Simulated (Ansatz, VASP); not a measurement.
## Two plane-wave programs on WSe2

```xyz
3
Lattice="3.2703 0.0000 0.0000 -1.6351 2.8321 0.0000 0.0000 0.0000 16.6612" Properties=species:S:1:pos:R:3 pbc="T T T"
W     0.0000    0.0000    0.0000
Se    0.0000    1.8881    1.6728
Se    0.0000    1.8881   14.9884
```

Alike in both runs: functional PBEsol; k mesh 12 × 12 × 2; occupations gaussian, width 0.02 eV; no spin polarisation.

Ansatz relaxed the structure, and its values are those at the end. VASP's run is a single point on that final structure, the one shown.

|  | VASP | Ansatz |
| --- | --- | --- |
| version | VASP 6.6.1 | Ansatz 0.2.0 |
| potentials or method | VASP PAW PBE potentials, release 64 (W_sv, Se) | scalar-relativistic, plane waves, PAW |
| plane-wave cutoff (eV) | 520 | 420 |
| valence electrons in the cell | 26 | 46 |

|  | VASP | Ansatz | Ansatz less VASP |
| --- | --- | --- | --- |
| gap on the k mesh at the Fermi level (eV) | 1.69 | 1.69 | -0.001 |
| least direct gap on the mesh (eV) | 1.69 | 1.69 | +0.003 |
| rms of the force components (eV/Å) | 0.028 | 0.001 | -0.0278 |

The functional is the same, so the differences come from potentials, cutoffs and numerics. The two sets of potentials don't hold the same shells in valence. Ansatz warned: «xc_potential_rough_in_thin_density».

Caveats: the PAW data sets were made with another functional, which shifts forces and pressure a little (VASP); spin-orbit coupling is left out, which moves the levels of the heavy elements.
